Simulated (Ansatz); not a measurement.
## What strain does to Li2O (Fm-3m)

Li2O (started from an entry of an open crystallographic database), relaxed with r2SCAN in Ansatz 0.2.0. The symmetry is Fm-3m (No. 225, cubic); conventional cell a = 4.573 Å, 7.97 Å³ an atom. Li has 4 O at 1.98 Å; O has 8 Li at 1.98 Å.

The axes x, y and z are those of this cell:
```
CELL_PARAMETERS angstrom
0.00000 2.28637 2.28637
2.28637 0.00000 2.28637
2.28637 2.28637 0.00000
ATOMIC_POSITIONS crystal
Li 0.25000 0.25000 0.25000
Li 0.75000 0.75000 0.75000
O 0.00000 0.00000 0.00000
```

Unstrained: PBE gives an indirect gap of 5.050 eV, from Γ to X; the least direct gap is 5.493 eV at Γ. With r2SCAN the valence top lies at Γ and the conduction bottom at X, 5.767 eV higher; the smallest vertical gap, at Γ, is 6.204 eV. With HSE06 the valence top lies at Γ and the conduction bottom at X, 6.654 eV higher; the smallest vertical gap, at Γ, is 7.161 eV. Meshes: PBE 10×10×10, r2SCAN 10×10×10, HSE06 6×6×6. Strains are changes of length per length. After each strain the atoms were relaxed again with r2SCAN within the symmetry that the strain leaves, so tilts or polar shifts that break it weren't tested; points keep the names that they have in the unstrained zone. The values are computed, spin-unpolarised, and not measurements.

Changes of the least gap in eV (an overlap counts as a negative gap):

| strain | volume change (%) | space group | PBE | r2SCAN | HSE06 | energy rise, r2SCAN (meV/atom) |
| --- | --- | --- | --- | --- | --- | --- |
| epitaxial -1.25 % in the xy plane, free normal strain +0.26 % | -2.2 | I4/mmm | +0.011 | +0.015 | +0.019 | 1.9 |
| isotropic +4.19 % on every length | +13.1 | Fm-3m | -0.435 | -0.484 | -0.455 | 30.4 |

Epitaxial -1.25 % in the xy plane, free normal strain +0.26 %. HSE06: the gap goes from 6.654 to 6.673 eV (+0.019 eV); with r2SCAN the top three valence levels at Γ, degenerate before, become 2+1 from the top over 50 meV. Stress change with r2SCAN, compression positive: xx +3.08, yy +3.08, zz -0.01 GPa.

Isotropic +4.19 % on every length. HSE06: the gap goes from 6.654 to 6.199 eV (-0.455 eV); it turns from indirect (Γ → X) to direct (Γ). Stress change with r2SCAN, compression positive: xx -8.45, yy -8.45, zz -8.45 GPa.

The meshes of the hybrids are coarse, so their gaps aren't converged to the digits shown.

The splittings at Γ are without spin-orbit coupling, which regroups them where it is of like size or larger.
